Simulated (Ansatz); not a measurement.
## GaN — Ga-69 nuclear quadrupole resonance

Cell: a structure deposited in the COD whose atoms were relaxed with PBE, the cell held.

```
Ga N
1.0
     3.18000    0.00000    0.00000
    -1.59000    2.75396    0.00000
     0.00000    0.00000    5.16600
Ga N
2 2
Direct
  0.33333 0.66667 0.00394
  0.66667 0.33333 0.50394
  0.33333 0.66667 0.38106
  0.66667 0.33333 0.88106
```

Atoms are numbered from 1 in the order listed; like atoms form one site, named after its first atom.

Computed with Ansatz: DFT, PBE, plane waves and PAW, scalar-relativistic, 420 eV cutoff, Γ-centred 11×11×6 k-points, Fermi–Dirac smearing 0.02 eV.

Ga-69: I = 3/2, Q = 171.0 mb (year-2017 value). Static lattice, zero field.

Task: Predict the zero-field Ga-69 lines of each site.

Result: For I = 3/2 there is one line, ν = (|C_Q|/2)(1 + η²/3)^½.

```
site  atoms  V_zz (10²¹ V/m²)  C_Q (MHz)     η  line frequencies (MHz)
  Ga   1, 2              0.43       1.79  0.00                   0.893
```

Task: And for Ga-71 (I = 3/2, Q = 107.0 mb) on Ga?

Result: C_Q scales with Q to 1.12 MHz, with lines at 0.559 MHz.

An axis of threefold or higher order runs through Ga, so V_zz lies along it and η is zero.

At this cell the PBE pressure is 7 GPa, so with PBE the cell would grow if it were relaxed.
